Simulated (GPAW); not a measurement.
Os:

```
Os
1.0
     2.73410    0.00000    0.00000
    -1.36705    2.36780    0.00000
     0.00000    0.00000    4.31970
Os
2
Direct
  0.66667 0.33333 0.75000
  0.33333 0.66667 0.25000
```

- Program: GPAW 26.7.0
- Task: relaxation of cell and atoms
- Functional: PBEsol
- Dispersion: D3(BJ)
- Potentials or basis: PAW data sets generated in the run's folder for this functional
- Cutoff: 600 eV
- Basis: pw
- k mesh: 8 × 8 × 5
- Occupations: fermi-dirac, width 0.05 eV
- Spin: no spin polarisation

At the start: pressure -13.6 GPa; volume 13.98 Å³/atom.

Q: How do energy, volume and symmetry change on relaxing?

A: Over 3 steps the energy falls by 19.2 meV/atom and the volume is 13.54 Å³/atom (-3.2 %); space group P6_3/mmc (No. 194, to 0.05 Å).

The path:
| step | energy change (eV) | largest force (eV/Å) | pressure (GPa) | volume (Å³) |
| --- | --- | --- | --- | --- |
| 1 | 0.0000 | 0.0000 | -13.56 | 27.96 |
| 2 | -0.0366 | 0.0000 | -3.00 | 27.26 |
| 3 | -0.0383 | 0.0000 | 0.14 | 27.08 |

Final structure:
```
CELL_PARAMETERS angstrom
2.70440 0.00000 0.00000
-1.35220 2.34208 0.00000
0.00000 0.00000 4.27460
ATOMIC_POSITIONS crystal
Os 0.66667 0.33333 0.75000
Os 0.33333 0.66667 0.25000
```

Caveat: later steps reuse the first step's grids; pairwise dispersion overbinds metals, which lowers pressure and volume.
